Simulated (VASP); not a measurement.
# TiO2 (I4_1/amd) in VASP: settings compared, part 3 of 3

VASP 6.6.1. The steps go on from the part before.

## 5. Band structure, rev-vdW-DF2

This run uses another cell than the first one, of 11.50 Å³/atom, 1.012 times its volume.

Input file INCAR:

```
AGGAC = 0.0
ALGO = Fast
EDIFF = 1E-7
ENCUT = 520
GGA = MK
ICORELEVEL = 1
ISIF = 2
ISMEAR = 0
KPAR = 2
LASPH = T
LCHARG = F
LMAXMIX = 4
LREAL = F
LUSE_VDW = T
LWAVE = F
NBANDS = 33
NELM = 80
PARAM1 = 0.1234
PARAM2 = 0.711357
PREC = Accurate
SIGMA = 0.03
ZAB_VDW = -1.8867
```

Input file KPOINTS:

```
k-points
0
Gamma
  10 10 10
```

Input file POSCAR:

```
TiO2                                    
1.0
   -1.8978664498      1.8978664498      4.7895871590
    1.8978664498     -1.8978664498      4.7895871590
    1.8978664498      1.8978664498     -4.7895871590
  Ti              O             
     2     4
Direct
     0.0000000000000000    0.0000000000000000    0.0000000000000000
     0.7500000000000000    0.2500000000000000    0.5000000000000000
     0.2081664291849640    0.2081664291849640    0.0000000000000000
     0.9581664291849640    0.4581664291849641    0.5000000000000000
     0.5418335708150360    0.0418335708150359    0.5000000000000000
     0.7918335708150360    0.7918335708150360    0.0000000000000000
```

KPOINTS_OPT is that of step 4.

Potentials or basis: VASP PAW PBE potentials, release 64 (Ti_sv, O).

The run is started by

```
$ cat potpaw_PBE.64/Ti_sv/POTCAR potpaw_PBE.64/O/POTCAR > POTCAR
$ mpirun -np 2 vasp_std > vasp.out
```

OUTCAR:

```text
EDIFF = 1E-7
   ENCUT = 520
   GGA = MK
   ISIF = 2
   ISMEAR = 0
   LASPH = T
   LREAL = F
   NELM = 80
   PREC = Accurate

 ion  position               nearest neighbor table
   1  0.000  0.000  0.000-   5 1.94   4 1.94   5 1.94   4 1.94   3 1.99   6 1.99
   2  0.750  0.250  0.500-   6 1.94   3 1.94   6 1.94   3 1.94   4 1.99   5 1.99
   3  0.208  0.208  0.000-   2 1.94   2 1.94   1 1.99
   4  0.958  0.458  0.500-   1 1.94   1 1.94   2 1.99
   5  0.542  0.042  0.500-   1 1.94   1 1.94   2 1.99
   6  0.792  0.792  0.000-   2 1.94   2 1.94   1 1.99

  LATTYP: Found a body centered tetragonal cell.
 ALAT       =     3.7957328996
 C/A-ratio  =     2.5236692284

  Lattice vectors:

 A1 = (  -1.8978664498,   1.8978664498,   4.7895871590)
 A2 = (   1.8978664498,  -1.8978664498,   4.7895871590)
 A3 = (   1.8978664498,   1.8978664498,  -4.7895871590)

Analysis of symmetry for initial positions (statically):
=====================================================================
 Subroutine PRICEL returns:
 Original cell was already a primitive cell.

 Routine SETGRP: Setting up the symmetry group for a
 body centered tetragonal supercell.

 Subroutine GETGRP returns: Found 16 space group operations
 (whereof  8 operations were pure point group operations)
 out of a pool of 16 trial point group operations.

The static configuration has the point symmetry D_2d.
 The point group associated with its full space group is D_4h.

Analysis of symmetry for dynamics (positions and initial velocities):
=====================================================================
 Subroutine PRICEL returns:
 Original cell was already a primitive cell.

 Routine SETGRP: Setting up the symmetry group for a
 body centered tetragonal supercell.

 Subroutine GETGRP returns: Found 16 space group operations
 (whereof  8 operations were pure point group operations)
 out of a pool of 16 trial point group operations.

The dynamic configuration has the point symmetry D_2d.
 The point group associated with its full space group is D_4h.

 Subroutine INISYM returns: Found 16 space group operations
 (whereof  8 operations are pure point group operations),
 and found     1 'primitive' translations

----------------------------------------------------------------------------------------

                                     Primitive cell

  volume of cell :      69.0064

  direct lattice vectors                    reciprocal lattice vectors
    -1.897866450  1.897866450  4.789587159     0.000000000  0.263453733  0.104393131
     1.897866450 -1.897866450  4.789587159     0.263453733  0.000000000  0.104393131
     1.897866450  1.897866450 -4.789587159     0.263453733  0.263453733  0.000000000

  length of vectors
     5.490349650  5.490349650  5.490349650     0.283382771  0.283382771  0.372579842

  position of ions in fractional coordinates (direct lattice)
     0.000000000  0.000000000  0.000000000
     0.750000000  0.250000000  0.500000000
     0.208166429  0.208166429  0.000000000
     0.958166429  0.458166429  0.500000000
     0.541833571  0.041833571  0.500000000
     0.791833571  0.791833571  0.000000000

  ion indices of the primitive-cell ions
   primitive index   ion index
                 1           1
                 2           2
                 3           3
[... 58 lines left out ...]
   number of dos      NEDOS =    301   number of ions     NIONS =      6
   total plane-waves  NPLWV =  74088
   dimension x,y,z NGX =    42 NGY =   42 NGZ =   42
   dimension x,y,z NGXF=    84 NGYF=   84 NGZF=   84
   ions per type =               2   4
   NGX,Y,Z   is equivalent  to a cutoff of  12.72, 12.72, 12.72 a.u.
   NGXF,Y,Z  is equivalent  to a cutoff of  25.43, 25.43, 25.43 a.u.
 SYSTEM =  unknown system
   PREC   = accura    normal or accurate (medium, high low for compatibility)
   ISTART =      0    job   : 0-new  1-cont  2-samecut
   ICHARG =      2    charge: 1-file 2-atom 10-const
   ISPIN  =      1    spin polarized calculation?
   LNONCOLLINEAR =      F non collinear calculations
   LSORBIT =      F    spin-orbit coupling
   LASPH  =      T    aspherical Exc in radial PAW
   ENCUT  =  520.0 eV  38.22 Ry    6.18 a.u.  10.21 10.21 10.21*2*pi/ulx,y,z
   NELM   =     80;   NELMIN=  2; NELMDL= -5     # of ELM steps
   EDIFF  = 0.1E-06   stopping-criterion for ELM
   LREAL  =      F    real-space projection
   EDIFFG = 0.1E-05   stopping-criterion for IOM
   NSW    =      0    number of steps for IOM
   IBRION =     -1    ionic relax: 0-MD 1-quasi-New 2-CG
   NFREE  =      0    steps in history (QN), initial steepest desc. (CG)
   ISIF   =      2    stress and relaxation
   ISYM   =      2    0-nonsym 1-usesym 2-fastsym
   POTIM  = 0.5000    time-step for ionic-motion
   TEBEG  =    0.0;   TEEND  =   0.0 temperature during run
   PSTRESS=    0.0 pullay stress
   NELECT =      48.0000    total number of electrons
   NUPDOWN=      -1.0000    fix difference up-down
   EMIN   =  10.00;   EMAX   =-10.00  energy-range for DOS
   EFERMI =   0.00;   METHOD = LEGACY
   ISMEAR =     0;   SIGMA  =   0.03  broadening in eV -4-tet -1-fermi 0-gaus
   EFERMI_NEDOS =   21; number of points for ismear=-14 and -15
   IALGO  =     68    algorithm
   IMIX   =      4    mixing-type and parameters
     AMIX     =   0.40;   BMIX     =  1.00
     AMIX_MAG =   1.60;   BMIX_MAG =  1.00
  volume/ion in A,a.u.               =      11.50        77.61
  Fermi-wavevector in a.u.,A,eV,Ry     =   1.450526  2.741096 28.626999  2.104025
  Thomas-Fermi vector in A             =   2.568128
   LORBIT       =      0    0 simple, 1 ext, 2 COOP (PROOUT), +10 PAW based schemes
   GGA     = MK    functional components
   LHFCALC =     F    Hartree Fock is set to
   AEXX    =    0.0000 exact exchange contribution
   IVDW_NL    =     1    kernel type
   BPARAM     = 6.3000
   IVDW    =     0    specifies the selected vdW correction
   LEPSILON=     F    determine dielectric tensor
   LRPA    =     F    only Hartree local field effects (RPA)
 non-spin polarized calculation
 RMM-DIIS sequential band-by-band and
 Gauss-broadening in eV      SIGMA  =   0.03
  energy-cutoff  :      520.00
  volume of cell :       69.01
 maximum number of plane-waves:      1871
 NGX is ok and might be reduce to    42
   NGX = 21   NGY = 21   NGZ = 21

 number of electron      47.9999991 magnetization

 Free energy of the ion-electron system (eV)
  ---------------------------------------------------
  ext. energy  EPLUGINS =         0.00000000
  ---------------------------------------------------
  free energy    TOTEN  =       -43.74705191 eV

  energy without entropy =      -43.74705191  energy(sigma->0) =      -43.74705191

 the core state eigenenergies are
   1-  1s  -4858.9864  2s   -528.0682  2p   -435.3148
   2-  1s  -4858.9864  2s   -528.0682  2p   -435.3148
   3-  1s   -500.4281
   4-  1s   -500.4281
   5-  1s   -500.4281
   6-  1s   -500.4281

 E-fermi :   3.3156     XC(G=0): -10.9128

 val. band max:        3.1235529581   @ k =  -0.4000   0.4000   0.0000
 cond. band min:       5.1811892149   @ k =   0.0000   0.0000   0.0000
 fundamental gap:      2.0576362568
 Fermi energy:         3.3155842507

 k-point     1 :       0.0000    0.0000    0.0000
  band No.  band energies     occupation
      1     -53.1468      2.00000
      2     -53.0897      2.00000
      3     -29.7120      2.00000
      4     -29.4811      2.00000
      5     -29.4811      2.00000
      6     -29.4140      2.00000
[... 275 lines left out ...]
     30       7.1089      0.00000
     31       8.4267      0.00000

------------------------ aborting loop because EDIFF is reached ----------------------------------------

  FORCE on cell =-STRESS in cart. coord.  units (eV):
  Direction    XX          YY          ZZ          XY          YZ          ZX
  --------------------------------------------------------------------------------------
  -------------------------------------------------------------------------------------
  Total        0.0870622      0.0870622      0.0654944      0.0000000      0.0000000      0.0000000
  in kB        2.0213930      2.0213930      1.5206356      0.0000000      0.0000000      0.0000000
  external PRESSURE =       1.8544739 kB  Pullay stress =       0.0000000 kB

 VOLUME and BASIS-vectors are now :
 -----------------------------------------------------------------------------
  energy-cutoff  :      520.00
  volume of cell :       69.01
      direct lattice vectors                 reciprocal lattice vectors
    -1.897866450  1.897866450  4.789587159     0.000000000  0.263453733  0.104393131
     1.897866450 -1.897866450  4.789587159     0.263453733  0.000000000  0.104393131
     1.897866450  1.897866450 -4.789587159     0.263453733  0.263453733  0.000000000

 POSITION                                       TOTAL-FORCE (eV/Angst)
 -----------------------------------------------------------------------------------
      0.00000      0.00000      0.00000        -0.000000     -0.000000      0.000000
      0.00000      1.89787      2.39479        -0.000000     -0.000000      0.000000
      0.00000      0.00000      1.99406        -0.000000      0.000000     -0.002290
      0.00000      1.89787      4.38886         0.000000     -0.000000     -0.002290
      0.00000      1.89787      0.40073         0.000000     -0.000000      0.002290
      0.00000      0.00000      7.58511        -0.000000      0.000000      0.002290
 -----------------------------------------------------------------------------------
    total drift:                               -0.000000     -0.000000      0.000000

  FREE ENERGIE OF THE ION-ELECTRON SYSTEM (eV)
  ---------------------------------------------------
  free  energy   TOTEN  =       -43.7470519097 eV

  energy  without entropy=      -43.7470519097  energy(sigma->0) =      -43.74705191

Total vdW correction in eV:      8.3019558
```

Run time: 19 min. Hardware: 2 MPI ranks of Intel Xeon Platinum 8488C (Sapphire Rapids), shared host; peak memory 0.74 GiB.

What came out:

| Property | Result |
| --- | --- |
| Free energy | -43.7471 eV |
| Pressure | 0.2 GPa |
| Band gap on the k mesh | 2.06 eV, indirect (least direct gap 2.40 eV) |
| Band gap along the path | 2.04 eV, indirect (least direct gap 2.39 eV) |

Forces in eV/Å, atoms in the order of the input:
```
Ti   0.000  0.000  0.000
Ti   0.000  0.000  0.000
O    0.000  0.000 -0.002
O    0.000  0.000 -0.002
O    0.000  0.000  0.002
O    0.000  0.000  0.002
```

Levels at the corners of the path, in eV from the valence-band top:
```csv
point,band 22,band 23,band 24,band 25,band 26,band 27
Γ,-0.79,-0.48,-0.48,2.04,2.75,3.86
X,-2.08,-0.05,-0.05,3.23,3.23,3.70
X,-2.08,-0.05,-0.05,3.23,3.23,3.70
Y,-1.91,-0.09,-0.09,3.20,3.20,3.65
Y,-1.91,-0.09,-0.09,3.20,3.20,3.65
S,-0.94,-0.91,-0.86,3.11,3.37,3.46
S,-0.94,-0.91,-0.86,3.11,3.37,3.46
Γ,-0.79,-0.48,-0.48,2.04,2.75,3.86
Γ,-0.79,-0.48,-0.48,2.04,2.75,3.86
Z,-1.29,-0.14,-0.14,2.38,2.38,3.65
Z,-1.29,-0.14,-0.14,2.38,2.38,3.65
S1,-0.94,-0.91,-0.86,3.11,3.37,3.46
S1,-0.94,-0.91,-0.86,3.11,3.37,3.46
N,-0.96,-0.88,-0.66,3.14,3.44,3.45
N,-0.96,-0.88,-0.66,3.14,3.44,3.45
P,-1.61,-0.24,-0.24,3.46,3.46,3.49
P,-1.61,-0.24,-0.24,3.46,3.46,3.49
Y1,-1.91,-0.09,-0.09,3.20,3.20,3.65
Y1,-1.91,-0.09,-0.09,3.20,3.20,3.65
Z,-1.29,-0.14,-0.14,2.38,2.38,3.65
X,-2.08,-0.05,-0.05,3.23,3.23,3.70
P,-1.61,-0.24,-0.24,3.46,3.46,3.49
```

Core levels (eV, on the scale of the bands):
| atom | levels |
| --- | --- |
| 1 Ti | 1s -4859.0, 2s -528.1, 2p -435.3 |
| 2 Ti | 1s -4859.0, 2s -528.1, 2p -435.3 |
| 3 O | 1s -500.4 |
| 4 O | 1s -500.4 |
| 5 O | 1s -500.4 |
| 6 O | 1s -500.4 |

Caveat: the PAW data sets were made with another functional, which shifts forces and pressure a little.

## 6. Band structure, PBEsol

This run uses another cell than the first one, of 11.33 Å³/atom, 0.997 times its volume.

Input file INCAR:

```
  ALGO = Normal
  EDIFF = 1E-7
  ENCUT = 520
  GGA = PS
  ICORELEVEL = 1
  ISIF = 2
  ISMEAR = 0
  KPAR = 2
  LASPH = T
  LCHARG = F
  LMAXMIX = 4
  LREAL = F
  LWAVE = F
  NBANDS = 33
  NELM = 80
  PREC = Accurate
  SIGMA = 0.03
```

KPOINTS is that of step 5.

Input file POSCAR:

```
TiO2                                    
1.0
   -1.8860493893      1.8860493893      4.7794972993
    1.8860493893     -1.8860493893      4.7794972993
    1.8860493893      1.8860493893     -4.7794972993
  Ti              O             
     2     4
Direct
     0.0000000000000000    0.0000000000000000    0.0000000000000000
     0.7500000000000000    0.2500000000000000    0.5000000000000000
     0.2075587146242199    0.2075587146242199    0.0000000000000000
     0.9575587146242199    0.4575587146242199    0.5000000000000000
     0.5424412853757801    0.0424412853757801    0.5000000000000000
     0.7924412853757801    0.7924412853757801    0.0000000000000000
```

Input file KPOINTS_OPT:

```
explicit points
228
Reciprocal
 0.0000000000  0.0000000000  0.0000000000 1
-0.0263157895  0.0263157895  0.0000000000 1
-0.0526315789  0.0526315789  0.0000000000 1
-0.0789473684  0.0789473684  0.0000000000 1
-0.1052631579  0.1052631579  0.0000000000 1
-0.1315789474  0.1315789474  0.0000000000 1
[... 220 lines left out ...]
-0.0790928267  0.0790928267  0.5000000000 1
 0.5000000000  0.5000000000 -0.0790928267 1
```

Potentials or basis: VASP PAW PBE potentials, release 64 (Ti_sv, O).

The run is started by

```
$ cat potpaw_PBE.64/Ti_sv/POTCAR potpaw_PBE.64/O/POTCAR > POTCAR
$ mpirun -np 2 vasp_std > vasp.out
```

It took 6.6 min on 2 MPI ranks of Intel Xeon Platinum 8559C (Emerald Rapids), shared host; peak memory 0.44 GiB.

Results (log left out):

```
Free energy             : -56.2181 eV
Pressure                : 0.2 GPa
Band gap on the k mesh  : 2.09 eV, indirect (least direct gap 2.42 eV)
Band gap along the path : 2.08 eV, indirect (least direct gap 2.42 eV)
```

Levels at the corners of the path, in eV from the valence-band top:
```
point  band 21  band 22  band 23  band 24  band 25  band 26  band 27  band 28
    Γ    -0.79    -0.79    -0.48    -0.48     2.08     2.83     4.02     4.02
    X    -2.10    -2.10    -0.05    -0.05     3.32     3.32     3.81     3.81
    X    -2.10    -2.10    -0.05    -0.05     3.32     3.32     3.81     3.81
    Y    -1.93    -1.93    -0.09    -0.09     3.29     3.29     3.75     3.75
    Y    -1.93    -1.93    -0.09    -0.09     3.29     3.29     3.75     3.75
    S    -1.22    -0.94    -0.92    -0.82     3.21     3.48     3.57     3.60
    S    -1.22    -0.94    -0.92    -0.82     3.21     3.48     3.57     3.60
    Γ    -0.79    -0.79    -0.48    -0.48     2.08     2.83     4.02     4.02
    Γ    -0.79    -0.79    -0.48    -0.48     2.08     2.83     4.02     4.02
    Z    -1.28    -1.28    -0.12    -0.12     2.44     2.44     3.78     3.78
    Z    -1.28    -1.28    -0.12    -0.12     2.44     2.44     3.78     3.78
   S1    -1.22    -0.94    -0.92    -0.82     3.21     3.48     3.57     3.60
   S1    -1.22    -0.94    -0.92    -0.82     3.21     3.48     3.57     3.60
    N    -1.99    -0.97    -0.85    -0.66     3.23     3.55     3.56     3.65
    N    -1.99    -0.97    -0.85    -0.66     3.23     3.55     3.56     3.65
    P    -1.63    -1.63    -0.26    -0.26     3.56     3.56     3.59     3.59
    P    -1.63    -1.63    -0.26    -0.26     3.56     3.56     3.59     3.59
   Y1    -1.93    -1.93    -0.09    -0.09     3.29     3.29     3.75     3.75
   Y1    -1.93    -1.93    -0.09    -0.09     3.29     3.29     3.75     3.75
    Z    -1.28    -1.28    -0.12    -0.12     2.44     2.44     3.78     3.78
    X    -2.10    -2.10    -0.05    -0.05     3.32     3.32     3.81     3.81
    P    -1.63    -1.63    -0.26    -0.26     3.56     3.56     3.59     3.59
```

Core levels (eV, on the scale of the bands):
| atom | levels |
| --- | --- |
| 1 Ti | 1s -4859.1, 2s -528.2, 2p -435.4 |
| 2 Ti | 1s -4859.1, 2s -528.2, 2p -435.4 |
| 3 O | 1s -501.0 |
| 4 O | 1s -501.0 |
| 5 O | 1s -501.0 |
| 6 O | 1s -501.0 |

Caveat: the PAW data sets were made with another functional, which shifts forces and pressure a little.

## 7. The runs side by side

| level | cell | gap on the mesh (eV) | pressure (GPa) |
| --- | --- | --- | --- |
| r2SCAN+rVV10 | I4_1/amd, 11.37 Å³/atom | 2.53 | 0.1 |
| RPBE | I4_1/amd, 11.96 Å³/atom | 2.12 | 0.2 |
| PBE | I4_1/amd, 11.69 Å³/atom | 2.11 | 0.2 |
| rev-vdW-DF2 | I4_1/amd, 11.5 Å³/atom | 2.06 | 0.2 |
| PBEsol | I4_1/amd, 11.33 Å³/atom | 2.09 | 0.2 |

Alike in all rows: task band structure; potentials or basis VASP PAW PBE potentials, release 64 (Ti_sv, O); no spin polarisation; k mesh 10 × 10 × 10; cutoff (eV) 520; smearing gaussian 0.03 eV.

On the cell as given the gap runs from 2.04 eV (rev-vdW-DF2) to 2.51 eV (r2SCAN+rVV10).

Caveats: the PAW data sets were made with another functional, which shifts forces and pressure a little (some runs).

Total energies depend on the potentials used, so only differences within one code and one set of settings carry meaning.
